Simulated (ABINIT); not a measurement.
Wanted: the native input for an ABINIT 10.8.3 (patched build) run.

- Task: band structure
- Functional: LDA-PZ
- Potentials or basis: JTH PAW LDA v2.0
- Cutoff: 408 eV
- k mesh: 7 × 7 × 3
- Occupations: fermi-dirac, width 0.05 eV
- Spin: no spin polarisation
- Fine-grid cutoff: 816.342 eV

The system is Br.

```
Br
1.0
     3.36325   -2.32255    0.00000
     3.36325    2.32255    0.00000
     0.00000    0.00000    8.70230
Br
4
Direct
  0.36510 0.63490 0.39010
  0.13490 0.86510 0.89010
  0.63490 0.36510 0.60990
  0.86510 0.13490 0.10990
```

The input as run:

run.abi

```
# Datasets: ground state, then fixed potential
ndtset 2

# Pseudopotentials
pp_dirpath "./"
pseudos "Br.LDA_PW-JTH.xml"

# Structure
acell 3*1.0 Angstrom
rprim
     3.3632500000    -2.3225500000     0.0000000000
     3.3632500000     2.3225500000     0.0000000000
     0.0000000000     0.0000000000     8.7023000000
ntypat 1
znucl 35
natom 4
typat 1 1 1 1
xred
     0.3651000000     0.6349000000     0.3901000000
     0.1349000000     0.8651000000     0.8901000000
     0.6349000000     0.3651000000     0.6099000000
     0.8651000000     0.1349000000     0.1099000000
chkprim 0
chksymtnons 0
tolsym 1.0e-6

# Plane-wave basis
ecut 15.0
pawecutdg 30.0

# Exchange and correlation
ixc 2

# Bands and occupations
occopt 3
tsmear 0.00183747

# SCF cycle
nstep 100

# Output
iomode 3
prtwf 0
prteig 0
prtebands 0
enunit 1
prtden1 1

# Dataset 1
kptopt1 1
ngkpt1 7 7 3
nshiftk1 1
shiftk1 0.0 0.0 0.0
nband1 18
tolvrs1 1.0e-9

# Dataset 2: bands along G-X-S-R-A-Z-G-Y-X1-A1-T-Y
iscf2 -2
getden2 1
nband2 22
nbdbuf2 2
tolwfr2 1.0e-12
kptopt2 -11
ndivsm2 6
prteig2 1
kptbounds2
     0.0000000000     0.0000000000     0.0000000000
     0.3692207505    -0.3692207505     0.0000000000
     0.0000000000    -0.5000000000     0.0000000000
     0.0000000000    -0.5000000000    -0.5000000000
     0.3692207505    -0.3692207505    -0.5000000000
     0.0000000000     0.0000000000    -0.5000000000
     0.0000000000     0.0000000000     0.0000000000
    -0.5000000000    -0.5000000000     0.0000000000
    -0.3692207505    -0.6307792495     0.0000000000
    -0.3692207505    -0.6307792495    -0.5000000000
    -0.5000000000    -0.5000000000    -0.5000000000
    -0.5000000000    -0.5000000000     0.0000000000
```

Potentials or basis: JTH PAW LDA v2.0.

Command:

```sh
$ abinit run.abi > log 2>&1
```

It gave:

```json
{"Pressure": "-1.2 GPa", "Largest force": "0.729 eV/Å", "Band gap on the k mesh": "1.75 eV, indirect (least direct gap 1.77 eV)", "Band gap along the path": "1.70 eV, indirect (least direct gap 1.74 eV)"}
```

Caveat: the atomic spheres overlap.

Run time: 2.6 min on 1 thread of Arm Neoverse V1, on a shared host, peak memory 0.18 GiB.
